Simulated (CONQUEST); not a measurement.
## InAs under changes of volume

One of the cells (27.489 Å³/atom); the others are scaled copies at fixed shape and fractional positions:

```xyz
4
Lattice="4.2681 0.0000 0.0000 0.0000 4.2681 0.0000 0.0000 0.0000 6.0360" Properties=species:S:1:pos:R:3 pbc="T T T"
In    0.0000    0.0000    0.0000
In    2.1340    2.1340    3.0180
As    0.0000    2.1340    1.5090
As    2.1340    0.0000    4.5270
```

```yaml
Program: CONQUEST 1.3
Functional: PBE
Potentials_or_basis: PseudoDojo NC PBE, DZ, grid of 40 × 40 × 60 points
k_mesh: 6 × 6 × 5
Occupations: fermi-dirac, width 0.05 eV
Spin: no spin polarisation
```

```csv
volume (Å³/atom),energy over the lowest point (meV/atom),pressure (GPa)
25.840,105.29,10.1
26.389,74.86,7.8
26.939,50.52,6.4
27.489,31.04,4.9
28.039,16.29,3.6
28.588,?,?
29.138,0.00,1.2
```

Question: What does the run at 28.588 Å³/atom give?

Answer: Energy over the lowest point 5.98 meV/atom; pressure 2.3 GPa.

Worked out: A Birch-Murnaghan fit of order 3 (a polynomial in V^(-2/3)) to the other rows has its minimum at 29.80 Å³/atom, just outside them, with B0 = V·E''(V) = 53 GPa and B' = 3.5. It gives 6.17 meV/atom at 28.588 Å³/atom, against the run's 5.98, and -dE/dV = 2.4 GPa, against 2.3.

Energies are extrapolated to zero smearing.

Caveats: the atomic basis is small; the basis of atomic orbitals isn't converged, which shifts pressures, moduli and gaps; the real-space grid breaks the cell's symmetry a little (some runs).
